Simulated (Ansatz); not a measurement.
A crystal relaxed with r2SCAN+rVV10 in the PAW code Ansatz has space group P6_3/mmc (No. 194) and a = 3.542 Å, c = 14.177 Å.

```csv
atom,site,x,y,z
Mo,2c,0.3333,0.6667,0.2500
Xx,4f,0.6667,0.3333,0.3766
```

r2SCAN gives an indirect gap of 0.88 eV, from Γ to K–Γ (0.41 of the way from K); the least direct gap is 1.08 eV at K. The HSE06 gap is indirect, 1.19 eV (Γ to K–Γ (0.41 of the way from K)), below the direct gap of 1.41 eV at K. Meshes: r2SCAN 12×12×2, HSE06 6×6×2.

**Question.** Which element is Xx?
A. O
B. Se
C. S
D. Te

**Answer.** D. Xx is Te: MoTe2, 2H-MoS2 type. Mo has 6 Te at 2.72 Å; Te has 3 Mo at 2.72 Å.

No spin polarisation and no zero-point or thermal motion.

No spin-orbit coupling is included; it can move band edges with weight on the heavy atoms by tenths of an eV.

Where an edge lies off the special points, it is a point of the mesh or the k point where a search put PBE's edge or least direct gap, reused for the other functionals, whose own edges may lie a little apart.

The meshes of the hybrids are coarse, so their gaps aren't converged to the digits shown.
